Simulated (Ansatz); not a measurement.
HfO2: equation of state with RPBE+D4

HfO2:

```xyz
12
Lattice="5.2195 0.0000 0.0000 0.0000 5.0048 0.0000 0.0000 0.0000 5.0327" Properties=species:S:1:pos:R:3 pbc="T T T"
Hf    5.0472    3.6661    3.7314
Hf    2.7820    3.6661    1.2151
Hf    2.4375    1.3387    3.7314
Hf    0.1723    1.3387    1.2151
O     3.2994    4.6477    4.4251
O     4.5298    4.6477    1.9087
O     1.2211    2.7020    2.4776
O     1.3886    2.7020    4.9939
O     3.9984    2.3028    4.9939
O     3.8308    2.3028    2.4776
O     0.6896    0.3571    4.4251
O     1.9201    0.3571    1.9087
```

Measurements of this composition are mostly on another form, of space group No. 14.

```yaml
Program: Ansatz 0.2.0
Task: equation of state
Functional: RPBE
Dispersion: D4
Potentials_or_basis: Ansatz PAW
Cutoff: 420 eV
Density_cutoff: 1680 eV
k_mesh: 5 × 6 × 5
Occupations: fermi-dirac, width 0.05 eV
Spin: no spin polarisation
```

```yaml
Equilibrium_volume: 11.26 Å³/atom
Bulk_modulus_at_fixed_shape_and_positions: 238 GPa
Pressure_derivative_of_the_bulk_modulus: 4.2
```

Energy against volume, from the lowest point:
| volume (Å³/atom) | energy (meV/atom) |
| --- | --- |
| 10.298 | 70.90 |
| 10.517 | 40.57 |
| 10.736 | 19.25 |
| 10.955 | 5.97 |
| 11.175 | 0.00 |
| 11.394 | 0.60 |
| 11.613 | 7.21 |

All runs of the series together: 2.8 min on 2 threads of Arm Neoverse V2 (shared host).

Caveat: the potentials were made for another functional, which shifts forces and pressure; the cell was scaled at fixed shape and fractional positions, which overstates the stiffness of a crystal with free parameters, most of all of layers and chains. The run has no spin-orbit coupling, so splittings on Hf are missing.
